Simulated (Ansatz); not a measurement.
# CdH2O2 (P1) in Ansatz: convergence with k mesh

Aim: find how far k mesh must go before the results for CdH2O2 settle, at LDA. This setting moves, with any that are tied to it; all else stays.

All numbers are computed with Ansatz 0.2.0; they aren't measurements. Logs are shortened: lines on timing, memory, paths and dates and some standing lists are left out, and cuts for length are marked.

## 1. The cell of the first run

The typed cell holds 5 atoms: a = 3.840 Å, b = 3.840 Å, c = 4.441 Å, α = 90.00°, β = 90.00°, γ = 120.00°.

The cell comes from a database or a generator and needn't be the stable form of this composition.

The cell isn't the ideal one: atoms moved at random, drawn with an rms of 0.05 Å.

## 2. With k mesh 3 × 3 × 2

input.yaml

```yaml
crystal:
  lattice:
    - [3.8398216553, 0.0, 0.0]
    - [-1.9199108277, 3.3253830995, 0.0]
    - [0.0, 0.0, 4.441393]
  atoms:
    - { symbol: Cd, position: [0.327316, 0.664173, 0.979821] }
    - { symbol: O, position: [0.681536, 0.325514, 0.201118] }
    - { symbol: O, position: [0.006082, 0.004105, 0.788458] }
    - { symbol: H, position: [0.665794, 0.330648, 0.426612] }
    - { symbol: H, position: [-0.009409, -0.020144, 0.007453] }
hamiltonian:
  xc: lda
  pseudopotentials: { kind: paw }
kpoints:
  mp_grid: { grid: [3, 3, 2] }
scf:
  occupations: { method: cold, width: 0.05 }
output:
  forces: true
  stress: true
  eigenvalues: true
```

Potentials or basis: Ansatz PAW.

On the command line:

```console
$ ansatz run input.yaml --threads 2 --pin off --max-ram 5632MiB --backend cpu --events-out ev --progress --plain --runs-dir out
```

It took 0.58 s on 2 threads of Intel Xeon Platinum 8488C (Sapphire Rapids), shared host; peak memory 0.34 GiB.

What came out:

```yaml
Free_energy: -9258.6582 eV
Pressure: -7.2 GPa
Largest_force: 1.033 eV/Å
Band_gap_on_the_k_mesh: 1.07 eV, indirect (least direct gap 1.49 eV)
```

## 3. With k mesh 3 × 3 × 3

Changes to input.yaml since step 2:

```diff
@@ -15,3 +15,3 @@
 kpoints:
-  mp_grid: { grid: [3, 3, 2] }
+  mp_grid: { grid: [3, 3, 3] }
 scf:
```

Potentials or basis: Ansatz PAW.

On the command line:

```console
$ ansatz run input.yaml --threads 2 --pin off --max-ram 5632MiB --backend cpu --events-out ev --progress --plain --runs-dir out
```

Run time: 0.7 s. Hardware: 2 threads of Intel Xeon Platinum 8488C (Sapphire Rapids), shared host; peak memory 0.36 GiB.

Results:

```yaml
Free_energy: -9258.6572 eV
Pressure: -7.2 GPa
Largest_force: 1.035 eV/Å
Band_gap_on_the_k_mesh: 1.06 eV, indirect (least direct gap 1.49 eV)
```

## 4. With k mesh 4 × 4 × 3

Changes to input.yaml since step 3:

```diff
@@ -15,3 +15,3 @@
 kpoints:
-  mp_grid: { grid: [3, 3, 3] }
+  mp_grid: { grid: [4, 4, 3] }
 scf:
```

On the command line:

```console
$ ansatz run input.yaml --threads 2 --pin off --max-ram 5632MiB --backend cpu --events-out ev --progress --plain --runs-dir out
```

Run time: 1.1 s. Hardware: 2 threads of Intel Xeon Platinum 8488C (Sapphire Rapids), shared host; peak memory 0.39 GiB.

What came out:

| Item | Value |
| --- | --- |
| Free energy | -9258.6856 eV |
| Pressure | -7.2 GPa |
| Largest force | 1.017 eV/Å |
| Band gap on the k mesh | 1.00 eV, indirect (least direct gap 1.51 eV) |

## 5. With k mesh 5 × 5 × 4

Changes to input.yaml since step 4:

```diff
@@ -15,3 +15,3 @@
 kpoints:
-  mp_grid: { grid: [4, 4, 3] }
+  mp_grid: { grid: [5, 5, 4] }
 scf:
```

On the command line:

```console
$ ansatz run input.yaml --threads 2 --pin off --max-ram 5632MiB --backend cpu --events-out ev --progress --plain --runs-dir out
```

It took 1.8 s on 2 threads of Intel Xeon Platinum 8488C (Sapphire Rapids), shared host; peak memory 0.42 GiB.

What came out:

* Free energy: -9258.6902 eV
* Pressure: -7.2 GPa
* Largest force: 1.011 eV/Å
* Band gap on the k mesh: 1.03 eV, indirect (least direct gap 1.51 eV)

## 6. With k mesh 6 × 6 × 5

Changes to input.yaml since step 5:

```diff
@@ -15,3 +15,3 @@
 kpoints:
-  mp_grid: { grid: [5, 5, 4] }
+  mp_grid: { grid: [6, 6, 5] }
 scf:
```

Potentials or basis: Ansatz PAW.

On the command line:

```console
$ ansatz run input.yaml --threads 2 --pin off --max-ram 5632MiB --backend cpu --events-out ev --progress --plain --runs-dir out
```

Run time: 3 s. Hardware: 2 threads of Intel Xeon Platinum 8488C (Sapphire Rapids), shared host; peak memory 0.46 GiB.

The run converged. Its results:

| Item | Value |
| --- | --- |
| Free energy | -9258.6916 eV |
| Pressure | -7.2 GPa |
| Largest force | 1.010 eV/Å |
| Band gap on the k mesh | 1.01 eV, indirect (least direct gap 1.51 eV) |

## 7. With k mesh 7 × 7 × 6

Changes to input.yaml since step 6:

```diff
@@ -15,3 +15,3 @@
 kpoints:
-  mp_grid: { grid: [6, 6, 5] }
+  mp_grid: { grid: [7, 7, 6] }
 scf:
```

On the command line:

```console
$ ansatz run input.yaml --threads 2 --pin off --max-ram 5632MiB --backend cpu --events-out ev --progress --plain --runs-dir out
```

It took 4.8 s on 2 threads of Intel Xeon Platinum 8488C (Sapphire Rapids), shared host; peak memory 0.51 GiB.

The run converged. Its results:

| Quantity | Value |
| --- | --- |
| Free energy | -9258.6917 eV |
| Pressure | -7.2 GPa |
| Largest force | 1.009 eV/Å |
| Band gap on the k mesh | 1.02 eV, indirect (least direct gap 1.51 eV) |

## 8. With k mesh 9 × 9 × 7

Changes to input.yaml since step 7:

```diff
@@ -15,3 +15,3 @@
 kpoints:
-  mp_grid: { grid: [7, 7, 6] }
+  mp_grid: { grid: [9, 9, 7] }
 scf:
```

On the command line:

```console
$ ansatz run input.yaml --threads 2 --pin off --max-ram 5632MiB --backend cpu --events-out ev --progress --plain --runs-dir out
```

Wall time 8.9 s (2 threads of Intel Xeon Platinum 8488C (Sapphire Rapids), shared host); peak memory 0.64 GiB.

The run converged. Its results:

* Free energy: -9258.6919 eV
* Pressure: -7.2 GPa
* Largest force: 1.009 eV/Å
* Band gap on the k mesh: 1.02 eV, indirect (least direct gap 1.51 eV)

## 9. With k mesh 11 × 11 × 8

Changes to input.yaml since step 8:

```diff
@@ -15,3 +15,3 @@
 kpoints:
-  mp_grid: { grid: [9, 9, 7] }
+  mp_grid: { grid: [11, 11, 8] }
 scf:
```

Potentials or basis: Ansatz PAW.

On the command line:

```console
$ ansatz run input.yaml --threads 2 --pin off --max-ram 5632MiB --backend cpu --events-out ev --progress --plain --runs-dir out
```

Run time: 15 s. Hardware: 2 threads of Intel Xeon Platinum 8488C (Sapphire Rapids), shared host; peak memory 0.83 GiB.

Results (log left out):

```yaml
Free_energy: -9258.6920 eV
Pressure: -7.2 GPa
Largest_force: 1.009 eV/Å
Band_gap_on_the_k_mesh: 1.01 eV, indirect (least direct gap 1.51 eV)
```

## 10. With k mesh 13 × 13 × 10

Changes to input.yaml since step 9:

```diff
@@ -15,3 +15,3 @@
 kpoints:
-  mp_grid: { grid: [11, 11, 8] }
+  mp_grid: { grid: [13, 13, 10] }
 scf:
```

Potentials or basis: Ansatz PAW.

On the command line:

```console
$ ansatz run input.yaml --threads 2 --pin off --max-ram 5632MiB --backend cpu --events-out ev --progress --plain --runs-dir out
```

The program printed:

```text
Warning: RAYON_NUM_THREADS=2 ignored (pool sized by the plan → 2); use --threads N
Engine: ansatz 0.2.0, x86_64-unknown-linux-gnu
Pseudopotentials: kind: paw
Pseudopotential: Cd, paw, valence charge 20, recommended cutoff 420 eV (normal), Cd.paw.azcp
Pseudopotential: O, paw, valence charge 6, recommended cutoff 420 eV (normal), O.paw.azcp
Pseudopotential: H, paw, valence charge 1, recommended cutoff 420 eV (normal), H.paw.azcp
Functional definition: SPW92
  exchange = slater_x
  correlation = pw_c
Crystal: 5 atoms, lattice volume = 56.712 Å³
Basis set: ecut = 420 eV, 1119 PW (Γ)
Bands: 22, of which v1, the nominal top of the filled ones, is band 17 counted from 1 (16 counted from 0)
Symmetry: 1 space group operations
Space group: P1 (ITA 1), of the structure as read, at distance tolerance 3.8e-5 Å
k-points: 846 of 1690 (time reversal used)
Non-local potential: Cd, projectors of the file, l = 0: 3, l = 1: 2, l = 2: 2, l = 3: 1
Non-local potential: O, projectors of the file, l = 0: 2, l = 1: 2, l = 2: 1
Non-local potential: H, projectors of the file, l = 0: 2, l = 1: 1
PAW form: soft (Blöchl's): semilocal exchange-correlation on the pseudo side does not see the compensation charge
PAW frozen core: Cd, regenerated for the run's functional, and the local potential with it (the file was generated under x = pbe(κ = 0.804, μ = 0.2195149727645171), c = pbe(β = 0.06672455060314922))
PAW frozen core: O, regenerated for the run's functional, and the local potential with it (the file was generated under x = pbe(κ = 0.804, μ = 0.2195149727645171), c = pbe(β = 0.06672455060314922))
PAW one-centre angular grid: Cd, 590 points (default); XC on 64 Gauss nodes
PAW one-centre angular grid: O, 110 points (default); XC on 64 Gauss nodes
PAW one-centre angular grid: H, 110 points (default); XC on 64 Gauss nodes
Initial density: superposition of atomic densities (neutral atoms: chi_scale 0, normalization atom), corrected by the library's trained network
Initial wavefunctions: pseudopotential atomic-orbital guess
Functional: x = slater, c = lda
SCF iter   1: F=—  HF=-9258.723642 eV  |F-HF|=—  |Δ(HF+E_count)|=         —  Δρ=1.51e-2  dr2=1.08e-1  ethr=1.77e-3  ⟨swp⟩=5.7  Hψ=81822  notcnv=0
preconditioner: auto → Resta (q_TF=auto, 2.505 Å⁻¹)  ε∞=4.2  [insulator: Δε(μ)=0.833 eV  Ē_g=14.032 eV  σ=0.050 eV  W_gap=1.00  n_scr=20 (ndim 8)  ℏωp=25.1 eV  f_vac=0.179  D(μ)=-0.00/eV (n_scr^D=0)  ε∞_Penn≈4.2]
SCF iter   2: F=—  HF=-9258.695806 eV  |F-HF|=—  |Δ(HF+E_count)|=   2.78e-2  S|Δr|=    0.00e0  Δρ=5.59e-3  dr2=1.01e-2  ethr=3.16e-4  ⟨swp⟩=2.9  Hψ=38967  notcnv=0  defer=846
SCF iter   3: F=—  HF=-9258.692904 eV  |F-HF|=—  |Δ(HF+E_count)|=   2.90e-3  S|Δr|=    0.00e0  Δρ=2.43e-3  dr2=2.90e-3  ethr=2.96e-5  ⟨swp⟩=3.0  Hψ=30241  notcnv=0
automatic band count: iteration 3 solves 21 bands in place of 22: the levels show a gap, and the empty bands left out lie too high to hold charge; the band table lists the bands solved (type scf.n_extra_bands for more)
SCF iter   4: F=—  HF=-9258.691984 eV  |F-HF|=—  |Δ(HF+E_count)|=   9.21e-4  S|Δr|=    0.00e0  Δρ=5.12e-4  dr2=1.18e-4  ethr=8.54e-6  ⟨swp⟩=2.0  Hψ=21690  notcnv=0
SCF iter   5: F=—  HF=-9258.691986 eV  |F-HF|=—  |Δ(HF+E_count)|=   2.83e-6  S|Δr|=    0.00e0  Δρ=2.07e-4  dr2=1.40e-5  ethr=3.48e-7  ⟨swp⟩=2.0  Hψ=27187  notcnv=0
SCF iter   6: F=—  HF=-9258.691994 eV  |F-HF|=—  |Δ(HF+E_count)|=   7.77e-6  S|Δr|=    0.00e0  Δρ=6.27e-5  dr2=1.82e-6  ethr=4.11e-8  ⟨swp⟩=2.7  Hψ=28717  notcnv=0
SCF iter   7: F=—  HF=-9258.691994 eV  |F-HF|=—  |Δ(HF+E_count)|=   6.57e-8  S|Δr|=    0.00e0  Δρ=3.45e-5  dr2=5.40e-7  ethr=5.34e-9  ⟨swp⟩=2.0  Hψ=28655  notcnv=0
SCF iter   8: F=-9258.691994 eV  HF=-9258.691994 eV  |F-HF|=3.47e-8  |Δ(HF+E_count)|=   1.41e-8  S|Δr|=    0.00e0  Δρ=1.21e-5  dr2=7.39e-8  ethr=2.94e-10  ⟨swp⟩=3.8  Hψ=67346  notcnv=0
SCF 1 converged in 8 iterations: F = -9258.691994 eV  dr2 = 7.39e-8
SCF converged after 8 iterations
Stability not checked: this state was not tested for a lower state beside it, because cold or Methfessel-Paxton smearing, or corrected tetrahedra, fill the levels in a way that the test cannot read (fill_not_monotonic; see scf.lower_state_search)
Free energy (F): -9258.691994 eV
Harris-Foulkes:  -9258.691994 eV  (|F-HF|=3.47e-8)
Internal energy: -9258.691994 eV  (E = F + TS)
E sigma→0 (E₀):  -9258.691994 eV
Fermi energy:    4.727505 eV
Step filling:    the computed levels leave a gap of 1.0128 eV = 20.3 smearing widths at the electron count; against every level under it full and every level over it empty, smearing changes F+E_penalty+E_count by -2.06e-50 meV and its σ→0 estimate by -4.50e-47 meV
--- Per-component energies (eV) ---
  E_band       = -588.293739
  E_kinetic    = 876.544900
  E_local      = -4840.976968  (includes V_loc(G=0)·N_el)
  E_nonlocal   = 146.385222
  E_hartree    = 2137.836917
  E_xc         = -334.780673
  E_vxc        = -426.480499  (∫ρ·V_xc dr)
  E_paw        = -4244.524252  (= ΣΔE_a)
  E_vpaw       = -619.447291  (= ΣTr[D̂ρ^β])
  E_aug_tail   = 0.002622  (compensation charges beyond the density's cutoff)
  E_ewald      = -3000.140175
  E_core_change = 0.960412  (= ΣΔE_core)
  E_smearing   = 0.000000  (= −TS)
  E_closure    = -0.000000  (closes the sum)
  Σ components = -9258.691994   (vs F -9258.691994, Δ=0.00e0)
--- Forces (eV/Å), atoms counted from 1 ---
  atom   1  Cd     0.18908798    -0.12894500    -0.06331114
  atom   2  O     -0.25249264     0.07225352     0.63097370
  atom   3  O      0.01080397    -0.02770181    -0.14773076
  atom   4  H      0.15236384    -0.02630036    -0.99677501
  atom   5  H     -0.09974990     0.11068600     0.57685848
  max |Σ_I F_I| component: 1.53e-5 eV/Å
--- Stress (GPa, compression-positive) ---
       -6.941958      -0.478249       0.232419
       -0.478249      -9.540298       0.130223
        0.232419       0.130223      -5.084785
  P = ⅓ Tr σ = -7.1890 GPa (-71.890 kbar)
--- Band table (eV; the first three rows and the last of 846) ---
  k-point 0: bands = ["-95.7928", "-57.0180", "-56.9410", "-56.9173", "-13.9153", "-12.6744", "-2.7659", "-2.6291", "-2.5772", "-1.9722", "-1.9567", "-0.5421", "0.4011", "3.1035", "3.2702", "3.5790", "3.6873", "5.1978", "10.1701", "13.7280", "14.5927"]
  k-point 1: bands = ["-95.7928", "-57.0180", "-56.9410", "-56.9173", "-13.9047", "-12.6862", "-2.7488", "-2.6282", "-2.5710", "-1.9737", "-1.9581", "-0.5475", "0.3223", "3.0933", "3.2539", "3.5978", "3.7015", "5.3357", "10.1219", "13.6729", "14.5991"]
  k-point 2: bands = ["-95.7928", "-57.0180", "-56.9409", "-56.9172", "-13.8760", "-12.7181", "-2.7069", "-2.6259", "-2.5479", "-1.9776", "-1.9619", "-0.5632", "0.1240", "3.0691", "3.2184", "3.6407", "3.7372", "5.7109", "9.9232", "13.6123", "14.6206"]
  k-point 845: bands = ["-95.7927", "-57.0178", "-56.9422", "-56.9181", "-13.5952", "-12.8703", "-2.5170", "-2.2809", "-2.1601", "-1.9615", "-1.9091", "-0.5594", "0.3411", "0.8277", "1.9872", "2.6607", "4.0213", "8.9659", "10.5486", "12.1577", "12.9925"]
```

Wall time 26 s (2 threads of Intel Xeon Platinum 8488C (Sapphire Rapids), shared host); peak memory 1.2 GiB.

Results:

| Quantity | Value |
| --- | --- |
| Free energy | -9258.6920 eV |
| Pressure | -7.2 GPa |
| Largest force | 1.009 eV/Å |
| Band gap on the k mesh | 1.01 eV, indirect (least direct gap 1.51 eV) |

## 11. Result

```
      k mesh  energy less the tightest run, at zero smearing (meV/atom)  largest force (eV/Å)  gap on the mesh (eV)  SCF cycles  CPU time (s)  peak memory (GiB)
   3 × 3 × 2                                                       6.76                 1.033                 1.066           8             1               0.34
   3 × 3 × 3                                                       6.96                 1.035                 1.064           8           1.2               0.36
   4 × 4 × 3                                                       1.28                 1.017                 1.003           8           2.1               0.39
   5 × 5 × 4                                                       0.36                 1.011                 1.035           9           3.5               0.42
   6 × 6 × 5                                                       0.08                 1.010                 1.008           8           5.9               0.46
   7 × 7 × 6                                                       0.06                 1.009                 1.023           9           9.3               0.51
   9 × 9 × 7                                                       0.02                 1.009                 1.017           8            17               0.64
 11 × 11 × 8                                                       0.00                 1.009                 1.014           8            30               0.83
13 × 13 × 10                                                       0.00                 1.009                 1.013           8            52                1.2
```

Against the tightest run, the energy stays within 1 meV/atom from 5 × 5 × 4 on; the largest force stays within 0.005 eV/Å from 5 × 5 × 4 on; the gap on the mesh stays within 0.01 eV from 6 × 6 × 5 on. Meshes of other sizes hit other points, so gaps and Fermi surfaces needn't settle smoothly. The tightest run that finished is the yardstick and may itself not be fully converged.

Caveats: odd divisions of the mesh miss points on the zone boundary, where band edges often lie, so the gap on the mesh can be too wide; the PAW data sets come from PBE, with cores solved anew for the run's functional, which leaves a small shift of forces and pressure.
